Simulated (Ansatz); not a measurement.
Computed with DFT PBE, scalar-relativistic, plane waves, PAW (Ansatz 0.2.0). Settings: cutoff 420 eV, Γ-centred meshes spaced at most about 0.3 Å⁻¹, and about 0.25 Å⁻¹ or finer for metals (2π included), Gaussian smearing. No spin polarisation.

These are static total energies at zero pressure.

Two relaxed structures of Si2Mo:

A.

```xyz
6
Lattice="-1.5639 1.5639 9.4601 1.5639 -1.5639 9.4601 1.5639 1.5639 -9.4601" Properties=species:S:1:pos:R:3 pbc="T T T"
Si    0.0000    0.0000    8.1254
Si    1.5639    0.0000    3.3954
Si    1.5639    0.0000    6.0647
Si    0.0000    0.0000   10.7947
Mo    0.0000    0.0000    0.0000
Mo    0.0000    1.5639    4.7300
```

B.

```xyz
9
Lattice="4.6130 0.0000 0.0000 -2.3065 3.9950 0.0000 0.0000 0.0000 6.6095" Properties=species:S:1:pos:R:3 pbc="T T T"
Si   -1.1719    3.3399    5.5079
Si    1.1347    0.6551    1.1016
Si    2.3065    2.6848    3.3047
Si    3.4784    0.6551    5.5079
Si    1.1719    3.3399    1.1016
Si    0.0000    1.3102    3.3047
Mo    2.3065    0.0000    3.3047
Mo   -1.1533    1.9975    1.1016
Mo    1.1533    1.9975    5.5079
```

Question: Which would you expect to be lower, and how large is the difference?

Answer: B is lower, by 0.60 eV/atom. A has space group I4_1/amd (No. 141), 15.4 Å³/atom and no gap on its mesh; B has space group P6_222 (No. 180), 13.5 Å³/atom and a gap of 0.06 eV. Counting Si atoms around Mo (those within 1.25 times the shortest such distance or 1.15 times the sum of covalent radii), A has Mo 8 and B has Mo 10. The denser one is the lower, and pressure would at first widen the difference. Origin: A, invented; B, reached from a Materials Project cell. The lowest form computed isn't among them: it has space group I4/mmm (No. 139), 13.6 Å³/atom, is reached from a cell as deposited in COD and lies 27 meV/atom below the best shown.

Cells relaxed within their symmetry can be saddle points. Some structure types and database cells were kept out of the candidates from the start, so a known form may be missing.
